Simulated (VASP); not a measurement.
A run of VASP 6.6.1 is set up as follows.

INCAR

```
ALGO = Normal
EDIFF = 1E-7
ENCUT = 520
GGA = PE
ISIF = 2
ISMEAR = -1
LASPH = T
LCHARG = F
LREAL = F
LWAVE = F
NBANDS = 11
NELM = 80
PREC = Accurate
SIGMA = 0.05
```

File KPOINTS:

```
k-points
0
Gamma
  10 10 10
```

File POSCAR:

```
MgO
1.0
    2.9380209034      0.0000000000      0.0000000000
   -1.4690104517      2.5444007392      0.0000000000
    0.0000000000      0.0000000000      2.6796800000
Mg O
1 1
Direct
    0.0000000000      0.0000000000      0.0000000000
    0.3333333333      0.6666666667      0.5000000000
```

Potentials or basis: VASP PAW PBE potentials, release 64 (Mg, O).

Command:

```sh
$ cat potpaw_PBE.64/Mg/POTCAR potpaw_PBE.64/O/POTCAR > POTCAR
$ mpirun -np 1 vasp_std > vasp.out
```

Problem. Predict the band gap on the k mesh.

Solution. 3.01 eV, indirect (least direct gap 3.40 eV).

Problem. What does it give for the pressure?

Solution. -0.7 GPa.

A k mesh can miss the band edges. PBE gaps usually lie below the measured ones, often by a third to a half.
